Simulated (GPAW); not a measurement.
**Ti: single point with LDA+U**

The system is Ti.

```xyz
1
Lattice="-1.6410 1.6410 1.6410 1.6410 -1.6410 1.6410 1.6410 1.6410 -1.6410" Properties=species:S:1:pos:R:3 pbc="T T T"
Ti    0.0000    0.0000    0.0000
```

This isn't the form of Ti at room conditions, which is hcp.

* Program: GPAW 26.7.0
* Task: single point
* Functional: LDA
* Potentials or basis: the program's PAW data sets (release 1.2.1) made for this functional
* Cutoff: 600 eV
* Basis: pw
* k mesh: 11 × 11 × 11
* Occupations: fermi-dirac, width 0.05 eV
* Spin: no spin polarisation
* Hubbard terms: Ti d U = 3 eV

```yaml
Pressure: -6.1 GPa
Band_gap_on_the_k_mesh: none (metal or under the smearing width)
```

Levels at points of the mesh, in eV from the Fermi level:
```
           k point  band 2  band 3  band 4  band 5  band 6  band 7  band 8  band 9  band 10
(0.00, 0.00, 0.00)  -33.11  -33.11  -33.11   -6.21    1.09    1.09    1.09    2.87     2.87
```

Wall time 11 s on 1 thread of Arm Neoverse V2 (shared host), peak memory 0.13 GiB.

Caveat: U without spin polarisation on a metal has little footing; the U is typed as a test and isn't derived for this compound.
